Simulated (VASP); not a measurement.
A run of VASP 6.6.1 is set up as follows.

File INCAR:

```
ALGO = Normal ; EDIFF = 1E-7
EDIFFG = -0.005 ; ENCUT = 600
IBRION = 2 ; ISIF = 3
ISMEAR = 0 ; KPAR = 4
LASPH = True ; LCHARG = False
LREAL = False ; LWAVE = False
NELM = 80 ; NSW = 90
PREC = Accurate ; SIGMA = 0.03
```

The input KPOINTS:

```
k-points
0
Gamma
  6 6 6
```

The input POSCAR:

```
Si3N4                                   
1.0
    0.0000000000      3.8473813086      3.8473813086
    3.8473813086     -0.0000000000      3.8473813086
    3.8473813086      3.8473813086      0.0000000000
  Si              N             
     6     8
Direct
     0.1250000000000000    0.1250000000000000    0.6250000000000000
     0.1250000000000000    0.6250000000000000    0.1250000000000000
     0.6250000000000000    0.1250000000000000    0.1250000000000000
     0.1250000000000000    0.1250000000000000    0.1250000000000000
     0.7500000000000000    0.7500000000000000    0.7500000000000000
     0.5000000000000000    0.5000000000000000    0.5000000000000000
     0.3675805795107927    0.3675805795107927    0.3675805795107927
     0.3527417385323853    0.8824194204892073    0.8824194204892073
     0.8824194204892073    0.8824194204892073    0.3527417385323853
     0.8824194204892073    0.3527417385323853    0.8824194204892073
     0.3675805795107927    0.3675805795107927    0.8972582614676147
     0.3675805795107927    0.8972582614676147    0.3675805795107927
     0.8824194204892073    0.8824194204892073    0.8824194204892073
     0.8972582614676147    0.3675805795107927    0.3675805795107927
```

Potentials or basis: VASP PAW LDA potentials, release 64 (Si, N).

Launch:

```sh
$ cat potpaw_LDA.64/Si/POTCAR potpaw_LDA.64/N/POTCAR > POTCAR
$ mpirun -np 4 vasp_std > vasp.out
```

Problem. Estimate the relaxed cell.

Solution. a = 5.442 Å, b = 5.442 Å, c = 5.442 Å, α = 60.00°, β = 60.00°, γ = 60.00°.

Problem. What does it give for the relaxed volume?

Solution. 8.14 Å³/atom.

Final structure:
```xyz
14
Lattice="0.0000 3.8479 3.8479 3.8479 0.0000 3.8479 3.8479 3.8479 0.0000" Properties=species:S:1:pos:R:3 pbc="T T T"
Si    2.8859    2.8859    0.9620
Si    2.8859    0.9620    2.8859
Si    0.9620    2.8859    2.8859
Si    0.9620    0.9620    0.9620
Si    5.7718    5.7718    5.7718
Si    3.8479    3.8479    3.8479
N     2.8288    2.8288    2.8288
N     6.7909    4.7528    4.7528
N     4.7528    4.7528    6.7909
N     4.7528    6.7909    4.7528
N     4.8669    4.8669    2.8288
N     4.8669    2.8288    4.8669
N     6.7909    6.7909    6.7909
N     2.8288    4.8669    4.8669
```
